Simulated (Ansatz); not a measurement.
## HfC under changes of volume

One of the cells (12.568 Å³/atom); the others are scaled copies at fixed shape and fractional positions:

```xyz
2
Lattice="0.0000 2.3250 2.3250 2.3250 0.0000 2.3250 2.3250 2.3250 0.0000" Properties=species:S:1:pos:R:3 pbc="T T T"
Hf    2.3250    2.3250    2.3250
C     0.0000    0.0000    0.0000
```

```yaml
Program: Ansatz 0.2.0
Functional: RPBE-LYP
Potentials_or_basis: all-electron LAPW, relativistic spinors
Cutoff: 279 eV (chosen from the basis error)
Basis_error_allowed: 0.002 eV/atom
k_mesh: 8 × 8 × 8
Occupations: gaussian, width 0.025 eV
Spin: spin-orbit coupling, no magnetisation
```

```tsv
volume (Å³/atom)	energy over the lowest point (meV/atom)	pressure (GPa)
11.814	111.33	28.7
12.065	?	?
12.317	41.28	16.4
12.568	19.85	11.1
12.819	6.35	6.3
13.071	0.00	1.9
13.322	0.20	-2.1
```

Problem. What does the run at 12.065 Å³/atom give?

Solution. Energy over the lowest point 71.47 meV/atom; pressure 22.2 GPa.

Worked out: A Birch-Murnaghan fit of order 3 (a polynomial in V^(-2/3)) to the other rows has its minimum at 13.19 Å³/atom with B0 = V·E''(V) = 209 GPa and B' = 4.0. It gives 71.54 meV/atom at 12.065 Å³/atom, against the run's 71.47, and -dE/dV = 22.2 GPa, against 22.2.

Energies are extrapolated to zero smearing.

Caveats: the k mesh is thin for a metal, which can move the energy by tens of meV per atom (some runs).
